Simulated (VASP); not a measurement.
Here is a VASP 6.6.1 calculation.

Contents of INCAR:

```
ALGO = Normal
EDIFF = 1E-7
EDIFFG = -0.005
ENCUT = 600
GGA = PE
IBRION = 2
ISIF = 3
ISMEAR = 0
LASPH = T
LCHARG = F
LREAL = F
LWAVE = F
NELM = 80
NSW = 90
PREC = Accurate
SIGMA = 0.03
```

The input KPOINTS:

```
k-points
0
Gamma
  8 8 8
```

The input POSCAR:

```
KTaO3                                   
1.0
    4.0278175628      0.0000000000      0.0000000000
    0.0000000000      4.0278175628      0.0000000000
   -0.0000000000     -0.0000000000      4.0278175628
  K               Ta              O             
     1     1     3
Direct
     0.5000000000000000    0.5000000000000000    0.5000000000000000
     0.0000000000000000    0.0000000000000000    0.0000000000000000
     0.5000000000000000    0.0000000000000000    0.0000000000000000
     0.0000000000000000    0.5000000000000000    0.0000000000000000
     0.0000000000000000    0.0000000000000000    0.5000000000000000
```

Potentials or basis: VASP PAW PBE potentials, release 64 (K_sv, Ta_pv, O).

The run is started by

```sh
$ cat potpaw_PBE.64/K_sv/POTCAR potpaw_PBE.64/Ta_pv/POTCAR potpaw_PBE.64/O/POTCAR > POTCAR
$ mpirun -np 1 vasp_std > vasp.out
```

Problem. Estimate the relaxed volume.

Solution. 13.06 Å³/atom.

Problem. What does it give for the band gap on the k mesh?

Solution. 2.11 eV, indirect (least direct gap 2.74 eV).

Problem. What does it give for the relaxed cell?

Solution. a = 4.027 Å, b = 4.027 Å, c = 4.027 Å, α = 90.00°, β = 90.00°, γ = 90.00°.

Final structure:
```cif
data_structure
_symmetry_space_group_name_H-M 'P 1'
_symmetry_Int_Tables_number 1
_cell_length_a 4.0273
_cell_length_b 4.0273
_cell_length_c 4.0273
_cell_angle_alpha 90.000
_cell_angle_beta 90.000
_cell_angle_gamma 90.000
_cell_volume 65.32
loop_
_atom_site_label
_atom_site_type_symbol
_atom_site_fract_x
_atom_site_fract_y
_atom_site_fract_z
_atom_site_occupancy
K1 K 0.50000 0.50000 0.50000 1
Ta1 Ta 0.00000 0.00000 0.00000 1
O1 O 0.50000 0.00000 0.00000 1
O2 O 0.00000 0.50000 0.00000 1
O3 O 0.00000 0.00000 0.50000 1
```

Caveat: spin-orbit coupling is left out, which moves the levels of the heavy elements. A k mesh can miss the band edges.
